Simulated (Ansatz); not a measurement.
# Zone-centre phonons of AlP at 20 GPa: input and output

All numbers below come from DFT PBE, scalar-relativistic, plane waves, PAW (Ansatz 0.2.0).

Launched with:
```bash
ansatz run input.yaml --threads 1 --pin off --max-ram 3072MiB --backend cpu --events-out ev --progress --plain --runs-dir out
```

Input (bare energies are in eV):
```yaml
crystal:
  lattice:
    - [0.0, 2.6016099456, 2.6016099456]
    - [2.6016099456, 0.0, 2.6016099456]
    - [2.6016099456, 2.6016099456, 0.0]
  atoms:
    - { symbol: Al, position: [0.0, 0.0, 0.0] }
    - { symbol: P, position: [0.75, 0.75, 0.75] }
basis:
  ecutwfc: 420
kpoints:
  mp_grid: { grid: [10, 10, 10] }
hamiltonian:
  xc: pbe
scf:
  occupations: { method: fixed }
output:
  eigenvalues: true
phonons:
  method: dfpt
  dielectric: true
  rigid_motions: translations
  eigenvectors: true
```

The end of the output:
```
--- Phonons (Γ-DFPT): 2 representative perturbations + reference, on 171 of 1000 k-points (Σ response iterations 6) ---
  k mesh reduced under 4 symmetry operations, with k and −k counted as one. Each operation leaves every solved perturbation unchanged. A smaller set is not considered because the run solves the response ...
  ASR residual: 6.450e-5 → 0.000e0 eV/Å²; symmetrization residual: 9.933e-8 eV/Å²
  ASR residual per site (eV/Å²): 6.45e-5 6.32e-5
  Γ frequencies (cm⁻¹): 0.00 0.00 0.00 521.90 521.90 521.90
  ε∞ (high-frequency dielectric tensor):
        8.086369    -0.000000     0.000000
       -0.000000     8.086369     0.000000
        0.000000     0.000000     8.086369
  ε⁰ (static dielectric tensor: ions relaxed, cell fixed):
        9.727339    -0.000000     0.000000
       -0.000000     9.727339     0.000000
        0.000000     0.000000     9.727339
  ε⁰ − ε∞ (ionic part):
        1.640970     0.000000     0.000000
        0.000000     1.640970     0.000000
        0.000000     0.000000     1.640970
  softest optical mode at Γ: 521.90 cm⁻¹; the repairs (sum rule, projections) moved no ω² at Γ by more than (0.81 cm⁻¹)²
  Born effective charges Z* (e; rows j = field, columns β = displacement):
    site 0:
         2.14779    0.00000   -0.00000
        -0.00000    2.14779    0.00000
         0.00000    0.00000    2.14779
    site 1:
        -2.14779   -0.00000    0.00000
         0.00000   -2.14779   -0.00000
        -0.00000   -0.00000   -2.14779
  Z* charge neutrality: 2.192e-4 e pre-enforcement
  solved inside a basis spanned on kpoints, on 10×10×10 k-points, its susceptibility summed on 14×14×14: ε∞ is read to err by 2.2e-2, Z* by 7.1e-3 e (field_mesh: kpoints solves on kpoints); Z* is corrected for ...
  optical modes at Γ without the LO–TO term, one row a degenerate level:
      ω (cm⁻¹) modes IR ((D/Å)²/amu)
        521.90      3            22.1410
  optical modes at Γ + LO–TO along q̂ = [1.0000, 0.0000, 0.0000]:
      ω (cm⁻¹) modes IR ((D/Å)²/amu)
        521.90      2            14.7607
        572.41      1             7.3803
  optical modes at Γ + LO–TO along q̂ = [0.0000, 1.0000, 0.0000]:
      ω (cm⁻¹) modes IR ((D/Å)²/amu)
        521.90      2            14.7607
        572.41      1             7.3803
  optical modes at Γ + LO–TO along q̂ = [0.0000, 0.0000, 1.0000]:
      ω (cm⁻¹) modes IR ((D/Å)²/amu)
        521.90      2            14.7607
        572.41      1             7.3803
```

Time: 36 s on 1 thread of Arm Neoverse V2, on a shared host, peak memory 0.45 GiB.

Other phases may be more stable at this pressure.